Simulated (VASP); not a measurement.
# CaSe (Fm-3m) in VASP: notebook

One crystal, CaSe, is run at these levels: PBE, HSE06, PBE0, PBE-EpsX; tasks: band structure.

All numbers are computed with VASP 6.6.1; they aren't measurements. Logs are shortened: lines on timing, memory, paths and dates and some standing lists are left out, and cuts for length are marked.

**Measured values to compare with.**

A printed reference work, monograph, original work of 1988 reports, for a bulk crystal of CaSe at 2 K: band gap 3.85 eV (indirect).

The results are compared with them further down.

### Step 1. The crystal as given

The structure is cubic, space group Fm-3m (No. 225). The conventional cell has a = 5.877 Å, b = 5.877 Å, c = 5.877 Å, α = 90.00°, β = 90.00°, γ = 90.00°. Ca (site symmetry m-3m) is surrounded by 6 Se at 2.94 Å. Se (site symmetry m-3m) has 6 Ca at 2.94 Å as nearest neighbours.

### Step 2. Band structure, PBE

Contents of INCAR:

```
PREC = Accurate
ENCUT = 520
EDIFF = 1E-6
ISMEAR = 0
SIGMA = 0.03
LREAL = False
LASPH = True
NELM = 80
ALGO = Normal
ISIF = 2
LWAVE = False
LCHARG = False
GGA = PE
KPAR = 4
```

Contents of KPOINTS:

```
regular mesh
0
Gamma
  6 6 6
```

Contents of POSCAR:

```
CaSe                                    
1.0
    0.0000000000      2.9384610338      2.9384610338
    2.9384610338      0.0000000000      2.9384610338
    2.9384610338      2.9384610338      0.0000000000
  Ca              Se            
     1     1
Direct
     0.0000000000000000    0.0000000000000000    0.0000000000000000
     0.5000000000000000    0.5000000000000000    0.5000000000000000
```

Contents of KPOINTS_OPT:

```
explicit points
6
Reciprocal
 0.0000000000  0.0000000000  0.0000000000 1
 0.3750000000  0.3750000000  0.7500000000 1
 0.5000000000  0.5000000000  0.5000000000 1
 0.6250000000  0.2500000000  0.6250000000 1
 0.5000000000  0.2500000000  0.7500000000 1
 0.5000000000  0.0000000000  0.5000000000 1
```

Potentials or basis: VASP PAW PBE potentials, release 64 (Ca_sv, Se).

Run with:

```console
> cat potpaw_PBE.64/Ca_sv/POTCAR potpaw_PBE.64/Se/POTCAR > POTCAR
> mpirun -np 4 vasp_std > vasp.out
```

OUTCAR:

```text
PREC = Accurate
   ENCUT = 520
   EDIFF = 1E-6
   ISMEAR = 0
   LREAL = False
   LASPH = True
   NELM = 80
   ISIF = 2
   GGA = PE

 ion  position               nearest neighbor table
   1  0.000  0.000  0.000-   2 2.94   2 2.94   2 2.94   2 2.94   2 2.94   2 2.94
   2  0.500  0.500  0.500-   1 2.94   1 2.94   1 2.94   1 2.94   1 2.94   1 2.94

  LATTYP: Found a face centered cubic cell.
 ALAT       =     5.8769220676

  Lattice vectors:

 A1 = (   0.0000000000,   2.9384610338,   2.9384610338)
 A2 = (   2.9384610338,   0.0000000000,   2.9384610338)
 A3 = (   2.9384610338,   2.9384610338,   0.0000000000)

Analysis of symmetry for initial positions (statically):
=====================================================================
 Subroutine PRICEL returns:
 Original cell was already a primitive cell.

 Routine SETGRP: Setting up the symmetry group for a
 face centered cubic supercell.

 Subroutine GETGRP returns: Found 48 space group operations
 (whereof 48 operations were pure point group operations)
 out of a pool of 48 trial point group operations.

The static configuration has the point symmetry O_h .

Analysis of symmetry for dynamics (positions and initial velocities):
=====================================================================
 Subroutine PRICEL returns:
 Original cell was already a primitive cell.

 Routine SETGRP: Setting up the symmetry group for a
 face centered cubic supercell.

 Subroutine GETGRP returns: Found 48 space group operations
 (whereof 48 operations were pure point group operations)
 out of a pool of 48 trial point group operations.

The dynamic configuration has the point symmetry O_h .

 Subroutine INISYM returns: Found 48 space group operations
 (whereof 48 operations are pure point group operations),
 and found     1 'primitive' translations

----------------------------------------------------------------------------------------

                                     Primitive cell

  volume of cell :      50.7446

  direct lattice vectors                    reciprocal lattice vectors
     0.000000000  2.938461034  2.938461034    -0.170157097  0.170157097  0.170157097
     2.938461034  0.000000000  2.938461034     0.170157097 -0.170157097  0.170157097
     2.938461034  2.938461034  0.000000000     0.170157097  0.170157097 -0.170157097

  length of vectors
     4.155611447  4.155611447  4.155611447     0.294720738  0.294720738  0.294720738

  position of ions in fractional coordinates (direct lattice)
     0.000000000  0.000000000  0.000000000
[... 79 lines left out ...]
   PSTRESS=    0.0 pullay stress
   NELECT =      16.0000    total number of electrons
   NUPDOWN=      -1.0000    fix difference up-down
   EMIN   =  10.00;   EMAX   =-10.00  energy-range for DOS
   EFERMI =   0.00;   METHOD = LEGACY
   ISMEAR =     0;   SIGMA  =   0.03  broadening in eV -4-tet -1-fermi 0-gaus
   EFERMI_NEDOS =   21; number of points for ismear=-14 and -15
   IALGO  =     38    algorithm
   IMIX   =      4    mixing-type and parameters
     AMIX     =   0.40;   BMIX     =  1.00
     AMIX_MAG =   1.60;   BMIX_MAG =  1.00
  volume/ion in A,a.u.               =      25.37       171.22
  Fermi-wavevector in a.u.,A,eV,Ry     =   1.114256  2.105638 16.892530  1.241566
  Thomas-Fermi vector in A             =   2.250849
   LORBIT       =      0    0 simple, 1 ext, 2 COOP (PROOUT), +10 PAW based schemes
   GGA     = PE    functional components
   LHFCALC =     F    Hartree Fock is set to
   AEXX    =    0.0000 exact exchange contribution
   IVDW    =     0    specifies the selected vdW correction
   LEPSILON=     F    determine dielectric tensor
   LRPA    =     F    only Hartree local field effects (RPA)
 non-spin polarized calculation
 Gauss-broadening in eV      SIGMA  =   0.03
  energy-cutoff  :      520.00
  volume of cell :       50.74
 maximum number of plane-waves:      1380
   NGX = 15   NGY = 15   NGZ = 15

 number of electron      16.0000001 magnetization

 Free energy of the ion-electron system (eV)
  ---------------------------------------------------
  ext. energy  EPLUGINS =         0.00000000
  ---------------------------------------------------
  free energy    TOTEN  =        -9.46843895 eV

  energy without entropy =       -9.46843895  energy(sigma->0) =       -9.46843895

 E-fermi :   2.8449     XC(G=0):  -9.2377

 val. band max:        2.5842962039   @ k =   0.0000   0.0000   0.0000
 cond. band min:       4.5590514992   @ k =   0.5000   0.5000   0.0000
 fundamental gap:      1.9747552953
 Fermi energy:         2.8449205161

 k-point     1 :       0.0000    0.0000    0.0000
  band No.  band energies     occupation
      1     -37.1077      2.00000
      2     -18.1053      2.00000
      3     -18.1053      2.00000
      4     -18.1053      2.00000
      5      -9.2834      2.00000
      6       2.5843      2.00000
      7       2.5843      2.00000
      8       2.5843      2.00000
      9       6.0318      0.00000
     10       6.2817      0.00000
     11       6.2817      0.00000
     12       6.2817      0.00000
[... 211 lines left out ...]
 k-point    16 :      -0.3333    0.5000    0.1667
  band No.  band energies     occupation
      1     -37.0977      2.00000
      2     -18.1817      2.00000
      3     -18.1548      2.00000
      4     -18.1469      2.00000
      5      -8.6088      2.00000
      6       0.2537      2.00000
      7       0.9687      2.00000
      8       1.0353      2.00000
      9       5.8900      0.00000
     10       7.8164      0.00000
     11       7.9776      0.00000
     12       8.4661      0.00000

------------------------ aborting loop because EDIFF is reached ----------------------------------------

  FORCE on cell =-STRESS in cart. coord.  units (eV):
  Direction    XX          YY          ZZ          XY          YZ          ZX
  --------------------------------------------------------------------------------------
  -------------------------------------------------------------------------------------
  Total        0.7422218      0.7422218      0.7422218      0.0000000      0.0000000      0.0000000
  in kB       23.4344340     23.4344340     23.4344340      0.0000000      0.0000000      0.0000000
  external PRESSURE =      23.4344340 kB  Pullay stress =       0.0000000 kB

 VOLUME and BASIS-vectors are now :
 -----------------------------------------------------------------------------
  energy-cutoff  :      520.00
  volume of cell :       50.74
      direct lattice vectors                 reciprocal lattice vectors
     0.000000000  2.938461034  2.938461034    -0.170157097  0.170157097  0.170157097
     2.938461034  0.000000000  2.938461034     0.170157097 -0.170157097  0.170157097
     2.938461034  2.938461034  0.000000000     0.170157097  0.170157097 -0.170157097

 POSITION                                       TOTAL-FORCE (eV/Angst)
 -----------------------------------------------------------------------------------
      0.00000      0.00000      0.00000         0.000000     -0.000000     -0.000000
      2.93846      2.93846      2.93846        -0.000000      0.000000      0.000000
 -----------------------------------------------------------------------------------
    total drift:                                0.000000     -0.000000     -0.000000

  FREE ENERGIE OF THE ION-ELECTRON SYSTEM (eV)
  ---------------------------------------------------
  free  energy   TOTEN  =        -9.4684389514 eV

  energy  without entropy=       -9.4684389514  energy(sigma->0) =       -9.46843895
```

stdout:

```text
POSCAR found type information on POSCAR CaSe
 POSCAR found :  2 types and       2 ions
 scaLAPACK will be used
 LDA part: xc-table for (Slater+PW92), standard interpolation
 POSCAR, INCAR and KPOINTS ok, starting setup
 FFT: planning ... GRIDC
 FFT: planning ... GRID_SOFT
 FFT: planning ... GRID
 WAVECAR not read
 entering main loop
 Start KPOINTS_OPT (optional k-point list driver)
k-point batch [1-6\6]
```

Wall time 4.4 s (4 MPI ranks of AMD EPYC 9R45 (Zen 5), shared host); peak memory 0.16 GiB.

Results:

```
Free energy             : -9.4684 eV
Pressure                : 2.3 GPa
Band gap on the k mesh  : 1.97 eV, indirect (least direct gap 2.93 eV)
Band gap along the path : 1.97 eV, indirect (least direct gap 2.93 eV)
```

Levels at points of the mesh, in eV from the valence-band top:
```tsv
k point	band 4	band 5	band 6	band 7	band 8	band 9	band 10	band 11	band 12
(0.00, 0.00, 0.00)	-20.69	-11.87	0.00	0.00	0.00	3.45	3.70	3.70	3.70
(0.50, 0.00, 0.00)	-20.70	-11.13	-3.36	-1.24	-1.24	4.55	5.53	5.55	5.55
(0.50, 0.50, 0.00)	-20.73	-11.27	-2.57	-0.95	-0.95	1.97	5.07	5.14	6.11
```

### Step 3. Band structure, HSE06

POSCAR is that of step 2.

Contents of INCAR.step1:

```
PREC = Accurate
ENCUT = 520
EDIFF = 1E-5
ISMEAR = 0
SIGMA = 0.03
LREAL = False
LASPH = True
NELM = 80
ALGO = Normal
ISIF = 2
LWAVE = True
LCHARG = False
KPAR = 4
GGA = PE
```

Contents of INCAR.step2:

```
PREC = Accurate
ENCUT = 520
EDIFF = 1E-6
ISMEAR = 0
SIGMA = 0.03
LREAL = False
LASPH = True
NELM = 80
ALGO = Normal
ISIF = 2
LWAVE = False
LCHARG = False
GGA = PE
LHFCALC = True
HFSCREEN = 0.2
PRECFOCK = Fast
KPAR = 4
ISTART = 1
```

KPOINTS is that of step 2.

KPOINTS_OPT is that of step 2.

Potentials or basis: VASP PAW PBE potentials, release 64 (Ca_sv, Se).

Run with:

```console
> cat potpaw_PBE.64/Ca_sv/POTCAR potpaw_PBE.64/Se/POTCAR > POTCAR
> cp INCAR.step1 INCAR
> mpirun -np 4 vasp_std > vasp.out
> cp INCAR.step2 INCAR
> mpirun -np 4 vasp_std > vasp.out
```

It took 5.4 min on 4 MPI ranks of AMD EPYC 9R45 (Zen 5), shared host; peak memory 0.3 GiB.

Results (log left out):

```
Free energy             : -10.6974 eV
Pressure                : 1.9 GPa
Band gap on the k mesh  : 2.95 eV, indirect (least direct gap 4.01 eV)
Band gap along the path : 2.95 eV, indirect (least direct gap 4.01 eV)
```

Levels at points of the mesh, in eV from the valence-band top:
```tsv
k point	band 5	band 6	band 7	band 8	band 9	band 10	band 11	band 12
(0.00, 0.00, 0.00)	-12.99	0.00	0.00	0.00	4.43	4.94	4.94	4.94
(0.50, 0.00, 0.00)	-12.14	-3.67	-1.30	-1.30	5.44	7.07	7.18	7.18
(0.50, 0.50, 0.00)	-12.29	-2.86	-1.06	-1.06	2.95	6.14	6.55	7.81
```

Caveat: the PAW data sets were made with another functional, which shifts forces and pressure a little.

### Step 4. Band structure, PBE0

POSCAR is that of step 3.

INCAR.step1 is that of step 3.

Edit INCAR.step2 of step 3 so:

```diff
@@ -14,4 +14,5 @@
 LHFCALC = True
-HFSCREEN = 0.2
+AEXX = 0.25
 PRECFOCK = Fast
+HFRCUT = -1
 KPAR = 4
```

KPOINTS is that of step 3.

KPOINTS_OPT is that of step 3.

Run with:

```console
> cat potpaw_PBE.64/Ca_sv/POTCAR potpaw_PBE.64/Se/POTCAR > POTCAR
> cp INCAR.step1 INCAR
> mpirun -np 4 vasp_std > vasp.out
> cp INCAR.step2 INCAR
> mpirun -np 4 vasp_std > vasp.out
```

It took 5.3 min on 4 MPI ranks of AMD EPYC 9R45 (Zen 5), shared host; peak memory 0.21 GiB.

It converged, with:

* Free energy: -11.2142 eV
* Pressure: 1.8 GPa
* Band gap on the k mesh: 3.61 eV, indirect (least direct gap 4.69 eV)
* Band gap along the path: 3.61 eV, indirect (least direct gap 4.69 eV)

Levels at points of the mesh, in eV from the valence-band top:
| k point | band 6 | band 7 | band 8 | band 9 | band 10 | band 11 |
| --- | --- | --- | --- | --- | --- | --- |
| (0.00, 0.00, 0.00) | 0.00 | 0.00 | 0.00 | 5.07 | 5.63 | 5.63 |
| (0.50, 0.00, 0.00) | -3.75 | -1.34 | -1.34 | 6.10 | 7.78 | 7.89 |
| (0.50, 0.50, 0.00) | -2.92 | -1.09 | -1.09 | 3.61 | 6.81 | 7.25 |

Caveat: the PAW data sets were made with another functional, which shifts forces and pressure a little.

(Part 1 of 2 ends here.)
